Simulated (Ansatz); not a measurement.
# Sc2Al: the cost of one run

Program: Ansatz 0.2.0. Level of theory: DFT PBE, scalar-relativistic, plane waves, PAW. These are calculated values, not measurements.

## Step 1: Starting point

The structure is hexagonal, space group P-6m2 (No. 187). The conventional cell has a = 4.540 Å, b = 4.540 Å, c = 6.778 Å, α = 90.00°, β = 90.00°, γ = 120.00°. Sc (site symmetry 3m) has 1 Al at 2.03 Å as nearest neighbours. Sc (site symmetry 3m) has 4 Sc at 2.62 to 2.86 Å and 3 Al at 2.99 Å as nearest neighbours. Around Al (site symmetry -6m2) lie 2 Sc at 2.03 Å. Al (site symmetry -6m2) is surrounded by 12 Sc at 2.95 to 2.99 Å.

Structure file:

```
Sc Al
1.0
     4.53996    0.00000    0.00000
    -2.26998    3.93172    0.00000
     0.00000    0.00000    6.77812
Sc Al
4 2
Direct
  0.00000 0.00000 0.70017
  0.00000 0.00000 0.29983
  0.66667 0.33333 0.71132
  0.66667 0.33333 0.28868
  0.00000 0.00000 0.00000
  0.33333 0.66667 0.50000
```

The cell is invented: random cell by space group and Wyckoff sites (P-6m2, No. 187). Lengths come from tabulated atomic sizes and are only a guess.

## Step 2: A first look at the guess

The input, input.yaml:

```yaml
crystal:
  lattice:
    - [4.53996201, 0.0, 0.0]
    - [-2.269981, 3.93172243, 0.0]
    - [0.0, 0.0, 6.77811619]
  atoms:
    - { symbol: Sc, position: [0.0, 0.0, 0.70016872] }
    - { symbol: Sc, position: [0.0, 0.0, 0.29983128] }
    - { symbol: Sc, position: [0.66666667, 0.33333333, 0.71131845] }
    - { symbol: Sc, position: [0.66666667, 0.33333333, 0.28868155] }
    - { symbol: Al, position: [0.0, 0.0, 0.0] }
    - { symbol: Al, position: [0.33333333, 0.66666667, 0.5] }
basis:
  ecutwfc: 420
kpoints:
  mp_grid: { grid: [6, 6, 4] }
hamiltonian:
  xc: pbe
scf:
  occupations: { method: gaussian, width: 0.1 }
  lower_state_search: "off"
output:
  forces: true
  stress: true
  eigenvalues: true
```

Command:

```bash
> ansatz run input.yaml --threads 1 --pin off --max-ram 2560MiB --backend cpu --events-out ev --progress --plain --runs-dir out
```

What time and memory should one allow on 1 thread of Intel Xeon Platinum 8488C (Sapphire Rapids), shared host?

About 4.8 s, with a peak of 0.41 GiB.
